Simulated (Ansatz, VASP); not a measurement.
# Two plane-wave programs on C

```xyz
4
Lattice="1.7749 0.0000 0.0000 -0.8875 1.5371 0.0000 0.0000 0.0000 14.0360" Properties=species:S:1:pos:R:3 pbc="T T T"
C    -0.8875    1.5371   14.0360
C    -0.8875    1.5371    7.0180
C     0.0000    1.0247    3.5090
C     0.8875    0.5124   10.5270
```

Alike in both runs: task single point; functional PBEsol; k mesh 23 × 23 × 3; occupations fermi-dirac, width 0.1 eV; no spin polarisation.

|  | VASP | Ansatz |
| --- | --- | --- |
| version | VASP 6.6.1 | Ansatz 0.2.0 |
| potentials or method | VASP PAW PBE potentials, release 64 (C) | plane waves (420 eV) with PAW, scalar-relativistic |
| plane-wave cutoff (eV) | 520 | 420 |
| valence electrons in the cell | 16 | 16 |

VASP gave:

```
pressure (GPa)                                  : -10.4
largest component of the traceless stress (GPa) : 8.76
```

Q: Which values does Ansatz return?

A: Pressure (GPa): -10.3; largest component of the traceless stress (GPa): 8.81.

Ansatz warned: «pseudo_functional_mismatch».

Caveats: the PAW data sets were made with another functional, which shifts forces and pressure a little (VASP); this functional lacks dispersion, which binds the layers, so the pressure and a relaxed spacing across them are unreliable.
